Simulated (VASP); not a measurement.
# InP (F-43m) in VASP: settings compared, part 2 of 2

VASP 6.6.1.

## 4. Single point, revPBE

Input file INCAR:

```
PREC = Accurate ; ENCUT = 520
EDIFF = 1E-7 ; ISMEAR = -1
SIGMA = 0.05 ; LREAL = False
LASPH = True ; NELM = 80
ALGO = Normal ; ISIF = 2
LWAVE = False ; LCHARG = False
GGA = RE ; NBANDS = 16
```

Input file KPOINTS:

```
Automatic mesh
0
Gamma
  8 8 8
```

Input file POSCAR:

```
InP
1.0
    0.0000000000      2.9690636329      2.9690636329
    2.9690636329      0.0000000000      2.9690636329
    2.9690636329      2.9690636329      0.0000000000
In P
1 1
Direct
    0.0000000000      0.0000000000      0.0000000000
    0.7500000000      0.7500000000      0.7500000000
```

Potentials or basis: VASP PAW PBE potentials, release 64 (In_d, P).

Launch:

```sh
$ cat potpaw_PBE.64/In_d/POTCAR potpaw_PBE.64/P/POTCAR > POTCAR
$ mpirun -np 1 vasp_std > vasp.out
```

OUTCAR:

```text
PREC = Accurate
   ENCUT = 520
   EDIFF = 1E-7
   ISMEAR = -1
   LREAL = False
   LASPH = True
   NELM = 80
   ISIF = 2
   GGA = RE

 ion  position               nearest neighbor table
   1  0.000  0.000  0.000-   2 2.57   2 2.57   2 2.57   2 2.57
   2  0.750  0.750  0.750-   1 2.57   1 2.57   1 2.57   1 2.57

  LATTYP: Found a face centered cubic cell.
 ALAT       =     5.9381272658

  Lattice vectors:

 A1 = (   0.0000000000,   2.9690636329,   2.9690636329)
 A2 = (   2.9690636329,   0.0000000000,   2.9690636329)
 A3 = (   2.9690636329,   2.9690636329,   0.0000000000)

Analysis of symmetry for initial positions (statically):
=====================================================================
 Subroutine PRICEL returns:
 Original cell was already a primitive cell.

 Routine SETGRP: Setting up the symmetry group for a
 face centered cubic supercell.

 Subroutine GETGRP returns: Found 24 space group operations
 (whereof 24 operations were pure point group operations)
 out of a pool of 48 trial point group operations.

The static configuration has the point symmetry T_d .

Analysis of symmetry for dynamics (positions and initial velocities):
=====================================================================
 Subroutine PRICEL returns:
 Original cell was already a primitive cell.

 Routine SETGRP: Setting up the symmetry group for a
 face centered cubic supercell.

 Subroutine GETGRP returns: Found 24 space group operations
 (whereof 24 operations were pure point group operations)
 out of a pool of 48 trial point group operations.

The dynamic configuration has the point symmetry T_d .

 Subroutine INISYM returns: Found 24 space group operations
 (whereof 24 operations are pure point group operations),
 and found     1 'primitive' translations

----------------------------------------------------------------------------------------

                                     Primitive cell

  volume of cell :      52.3466

  direct lattice vectors                    reciprocal lattice vectors
     0.000000000  2.969063633  2.969063633    -0.168403262  0.168403262  0.168403262
     2.969063633  0.000000000  2.969063633     0.168403262 -0.168403262  0.168403262
     2.969063633  2.969063633  0.000000000     0.168403262  0.168403262 -0.168403262

  length of vectors
     4.198890057  4.198890057  4.198890057     0.291683005  0.291683005  0.291683005

  position of ions in fractional coordinates (direct lattice)
     0.000000000  0.000000000  0.000000000
     0.750000000  0.750000000  0.750000000

  ion indices of the primitive-cell ions
   primitive index   ion index
                 1           1
                 2           2

----------------------------------------------------------------------------------------

 KPOINTS: Automatic mesh

Automatic generation of k-mesh.
 Grid dimensions read from file:
 generate k-points for:    8    8    8

 Generating k-lattice:

  Cartesian coordinates                     Fractional coordinates (reciprocal lattice)
    -0.021050408  0.021050408  0.021050408     0.125000000  0.000000000  0.000000000
     0.021050408 -0.021050408  0.021050408     0.000000000  0.125000000  0.000000000
     0.021050408  0.021050408 -0.021050408     0.000000000  0.000000000  0.125000000

  Length of vectors
     0.036460376  0.036460376  0.036460376

  Shift w.r.t. Gamma in fractional coordinates (k-lattice)
     0.000000000  0.000000000  0.000000000

 Subroutine IBZKPT returns following result:
 ===========================================

 Found     29 irreducible k-points:

 Following reciprocal coordinates:
            Coordinates               Weight
  0.000000  0.000000  0.000000      1.000000
  0.125000  0.000000  0.000000      8.000000
  0.250000  0.000000  0.000000      8.000000
  0.375000  0.000000  0.000000      8.000000
  0.500000  0.000000  0.000000      4.000000
  0.125000  0.125000  0.000000      6.000000
[... 16 lines left out ...]
  0.500000  0.250000  0.125000     48.000000
 -0.375000  0.250000  0.125000     24.000000
 [... further k-points ...]
   k-points           NKPTS =     29   k-points in BZ     NKDIM =     29   number of bands    NBANDS=     16
   number of dos      NEDOS =    301   number of ions     NIONS =      2
   total plane-waves  NPLWV =  32768
   dimension x,y,z NGX =    32 NGY =   32 NGZ =   32
   dimension x,y,z NGXF=    64 NGYF=   64 NGZF=   64
   ions per type =               1   1
   NGX,Y,Z   is equivalent  to a cutoff of  12.67, 12.67, 12.67 a.u.
   NGXF,Y,Z  is equivalent  to a cutoff of  25.34, 25.34, 25.34 a.u.
 SYSTEM =  unknown system
   PREC   = accura    normal or accurate (medium, high low for compatibility)
   ISTART =      0    job   : 0-new  1-cont  2-samecut
   ICHARG =      2    charge: 1-file 2-atom 10-const
   ISPIN  =      1    spin polarized calculation?
   LNONCOLLINEAR =      F non collinear calculations
   LSORBIT =      F    spin-orbit coupling
   LASPH  =      T    aspherical Exc in radial PAW
   ENCUT  =  520.0 eV  38.22 Ry    6.18 a.u.   7.81  7.81  7.81*2*pi/ulx,y,z
   NELM   =     80;   NELMIN=  2; NELMDL= -5     # of ELM steps
   EDIFF  = 0.1E-06   stopping-criterion for ELM
   LREAL  =      F    real-space projection
   EDIFFG = 0.1E-05   stopping-criterion for IOM
   NSW    =      0    number of steps for IOM
   IBRION =     -1    ionic relax: 0-MD 1-quasi-New 2-CG
   NFREE  =      0    steps in history (QN), initial steepest desc. (CG)
   ISIF   =      2    stress and relaxation
   ISYM   =      2    0-nonsym 1-usesym 2-fastsym
   POTIM  = 0.5000    time-step for ionic-motion
   TEBEG  =    0.0;   TEEND  =   0.0 temperature during run
   PSTRESS=    0.0 pullay stress
   NELECT =      18.0000    total number of electrons
   NUPDOWN=      -1.0000    fix difference up-down
   EMIN   =  10.00;   EMAX   =-10.00  energy-range for DOS
   EFERMI =   0.00;   METHOD = LEGACY
   ISMEAR =    -1;   SIGMA  =   0.05  broadening in eV -4-tet -1-fermi 0-gaus
   EFERMI_NEDOS =   21; number of points for ismear=-14 and -15
   IALGO  =     38    algorithm
   IMIX   =      4    mixing-type and parameters
     AMIX     =   0.40;   BMIX     =  1.00
     AMIX_MAG =   1.60;   BMIX_MAG =  1.00
  volume/ion in A,a.u.               =      26.17       176.63
  Fermi-wavevector in a.u.,A,eV,Ry     =   1.146928  2.167380 17.897701  1.315444
  Thomas-Fermi vector in A             =   2.283610
   LORBIT       =      0    0 simple, 1 ext, 2 COOP (PROOUT), +10 PAW based schemes
   GGA     = RE    functional components
   LHFCALC =     F    Hartree Fock is set to
   AEXX    =    0.0000 exact exchange contribution
   IVDW    =     0    specifies the selected vdW correction
   LEPSILON=     F    determine dielectric tensor
   LRPA    =     F    only Hartree local field effects (RPA)
 non-spin polarized calculation
  energy-cutoff  :      520.00
  volume of cell :       52.35
 maximum number of plane-waves:      1424
   NGX = 15   NGY = 15   NGZ = 15

 number of electron      18.0000007 magnetization

 Free energy of the ion-electron system (eV)
  ---------------------------------------------------
  ext. energy  EPLUGINS =         0.00000000
  ---------------------------------------------------
  free energy    TOTEN  =        -7.83149066 eV

  energy without entropy =       -7.83147649  energy(sigma->0) =       -7.83148357

 E-fermi :   5.1736     XC(G=0):  -8.9797

 val. band max:        4.8438560926   @ k =   0.0000   0.0000   0.0000
 cond. band min:       5.4383986773   @ k =   0.0000   0.0000   0.0000
 fundamental gap:      0.5945425847
 Fermi energy:         5.1736113403

 k-point     1 :       0.0000    0.0000    0.0000
  band No.  band energies     occupation
      1      -9.2836      2.00000
      2      -9.2836      2.00000
      3      -9.2836      2.00000
      4      -9.1517      2.00000
      5      -9.1517      2.00000
      6      -6.3884      2.00000
[... 8 lines left out ...]
     15      14.2095      0.00000
     16      14.2095      0.00000
[... 419 lines left out ...]
 k-point    24 :      -0.3750    0.2500    0.1250
  band No.  band energies     occupation
      1      -9.3970      2.00000
      2      -9.2411      2.00000
      3      -9.2240      2.00000
      4      -9.1557      2.00000
      5      -9.1401      2.00000
      6      -4.5046      2.00000
[... 8 lines left out ...]
     15      15.5098      0.00000
     16      16.0441      0.00000

 [... further k-points ...]

------------------------ aborting loop because EDIFF is reached ----------------------------------------

  FORCE on cell =-STRESS in cart. coord.  units (eV):
  Direction    XX          YY          ZZ          XY          YZ          ZX
  --------------------------------------------------------------------------------------
  -------------------------------------------------------------------------------------
  Total        0.6030395      0.6030395      0.6030395      0.0000000      0.0000000     -0.0000000
  in kB       18.4572866     18.4572866     18.4572866      0.0000000      0.0000000     -0.0000000
  external PRESSURE =      18.4572866 kB  Pullay stress =       0.0000000 kB

 VOLUME and BASIS-vectors are now :
 -----------------------------------------------------------------------------
  energy-cutoff  :      520.00
  volume of cell :       52.35
      direct lattice vectors                 reciprocal lattice vectors
     0.000000000  2.969063633  2.969063633    -0.168403262  0.168403262  0.168403262
     2.969063633  0.000000000  2.969063633     0.168403262 -0.168403262  0.168403262
     2.969063633  2.969063633  0.000000000     0.168403262  0.168403262 -0.168403262

 POSITION                                       TOTAL-FORCE (eV/Angst)
 -----------------------------------------------------------------------------------
      0.00000      0.00000      0.00000         0.000000      0.000000      0.000000
      4.45360      4.45360      4.45360        -0.000000     -0.000000     -0.000000
 -----------------------------------------------------------------------------------
    total drift:                                0.000000      0.000000      0.000000

  FREE ENERGIE OF THE ION-ELECTRON SYSTEM (eV)
  ---------------------------------------------------
  free  energy   TOTEN  =        -7.8314906628 eV

  energy  without entropy=       -7.8314764861  energy(sigma->0) =       -7.83148357
```

OSZICAR:

```text
N       E                     dE             d eps       ncg     rms          rms(c)
DAV:   1     0.111883941880E+03    0.11188E+03   -0.84647E+03   936   0.122E+03
DAV:   2    -0.577033156644E+00   -0.11246E+03   -0.10727E+03  1016   0.296E+02
DAV:   3    -0.800623841468E+01   -0.74292E+01   -0.73918E+01  1240   0.747E+01
DAV:   4    -0.820785945694E+01   -0.20162E+00   -0.20156E+00  1184   0.133E+01
DAV:   5    -0.821672951510E+01   -0.88701E-02   -0.88699E-02  1392   0.236E+00    0.561E+00
DAV:   6    -0.784671611443E+01    0.37001E+00   -0.60050E-01  1488   0.120E+01    0.346E+00
DAV:   7    -0.782589126142E+01    0.20825E-01   -0.16016E-01  1328   0.298E+00    0.134E+00
DAV:   8    -0.782973615685E+01   -0.38449E-02   -0.16346E-02  1128   0.147E+00    0.281E-01
DAV:   9    -0.783099085221E+01   -0.12547E-02   -0.16593E-03  1160   0.399E-01    0.132E-01
DAV:  10    -0.783128918833E+01   -0.29834E-03   -0.31699E-04  1192   0.213E-01    0.763E-02
DAV:  11    -0.783148861790E+01   -0.19943E-03   -0.37065E-04  1104   0.128E-01    0.321E-02
DAV:  12    -0.783148829476E+01    0.32314E-06   -0.10445E-05  1128   0.256E-02    0.951E-03
DAV:  13    -0.783149012162E+01   -0.18269E-05   -0.49661E-06  1176   0.107E-02    0.827E-03
DAV:  14    -0.783149061517E+01   -0.49355E-06   -0.57466E-07  1176   0.640E-03    0.288E-03
DAV:  15    -0.783149066284E+01   -0.47664E-07   -0.30849E-08   944   0.119E-03
   1 F= -.78314907E+01 E0= -.78314836E+01  d E =-.141767E-04
```

Wall time 23 s (1 thread of AMD EPYC 7R13 (Zen 3), shared host); peak memory 0.15 GiB.

Results:

```yaml
Free_energy: -7.8315 eV
Pressure: 1.8 GPa
Band_gap_on_the_k_mesh: 0.59 eV, direct
```

Caveat: the PAW data sets were made with another functional, which shifts forces and pressure a little; spin-orbit coupling is left out, which moves the levels of the heavy elements.

## 5. Summary

```tsv
level	cell	gap on the mesh (eV)	pressure (GPa)
PBE+D4	a = 4.199 Å, angles 60.0°, 2 atoms	0.50	-1.5
revPBE	a = 4.172 Å, angles 60.0°, 2 atoms	0.70	3.2
revPBE	a = 4.199 Å, angles 60.0°, 2 atoms	0.59	1.8
```

Alike in all rows: task single point; potentials or basis VASP PAW PBE potentials, release 64 (In_d, P); no spin polarisation; k mesh 8 × 8 × 8; cutoff (eV) 520; smearing fermi-dirac 0.05 eV.

Caveats: spin-orbit coupling is left out, which moves the levels of the heavy elements; the PAW data sets were made with another functional, which shifts forces and pressure a little (some runs).

Absolute energies hang on the potentials; compare differences alone.

## 6. Against experiment

Step 2. Measured gap of InP: 1.4236 eV (direct; 1.6 K; a printed reference work, data compilation). This calculation gives 0.50 eV (-0.93 eV). Spin-orbit coupling on In is left out. The value is that of PBE+D4, without temperature or zero-point motion. Semilocal functionals fall short of measured gaps as a rule.

Step 4. A measured gap of InP is 1.4236 eV (direct; 1.6 K; a printed reference work, data compilation); the calculated 0.59 eV misses it by -0.83 eV. Spin-orbit coupling on In is left out. The value is that of revPBE, without temperature or zero-point motion. Semilocal functionals fall short of measured gaps as a rule.
